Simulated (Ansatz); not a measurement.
# Compressing CdF2

Computed with Ansatz, DFT PBE, scalar-relativistic, plane waves, PAW. (420 eV cutoff, 8×8×8 k-mesh, Gaussian smearing of 0.02 eV, no spin polarisation)

Reference structure (relaxed):

```yaml
crystal:
  lattice:
    - [0.00000, 2.74074, 2.74074]
    - [2.74074, 0.00000, 2.74074]
    - [2.74074, 2.74074, 0.00000]
  atoms:
    - { symbol: Cd, position: [0.00000, 0.00000, 0.00000] }
    - { symbol: F, position: [0.25000, 0.25000, 0.25000] }
    - { symbol: F, position: [0.75000, 0.75000, 0.75000] }
```

Cell and atoms are relaxed at each pressure within the symmetry of the start, at zero temperature, so transitions that lower the symmetry aren't seen. The k-mesh given is that at zero pressure and may differ at others. a, b and c are the lengths of the cell vectors above. ΔH is E + PV over the energy at zero pressure. Gaps are Kohn–Sham gaps over the whole zone.

```tsv
P (GPa)	V (Å³/atom)	V/V0	a (Å)	b (Å)	c (Å)	ΔH (eV/atom)	gap (eV)
-3	?	?	?	?	?	?	?
0	13.72	1.000	3.876	3.876	3.876	0.000	2.92
3	?	?	?	?	?	?	?
8	12.77	0.931	3.784	3.784	3.784	0.660	3.17
15	12.17	0.886	3.723	3.723	3.723	1.204	3.35
30	11.25	0.820	3.627	3.627	3.627	2.297	3.64
60	10.10	0.736	3.499	3.499	3.499	4.286	4.05
```

(1) What stands in the row for -3 GPa?

(2) What stands in the row for 3 GPa?

Results:

(1) V 14.20 Å³/atom; V/V0 1.035; a 3.921 Å; b 3.921 Å; c 3.921 Å; ΔH -0.261 eV/atom; gap 2.79 eV.

(2) V 13.32 Å³/atom; V/V0 0.971; a 3.838 Å; b 3.838 Å; c 3.838 Å; ΔH 0.253 eV/atom; gap 3.02 eV.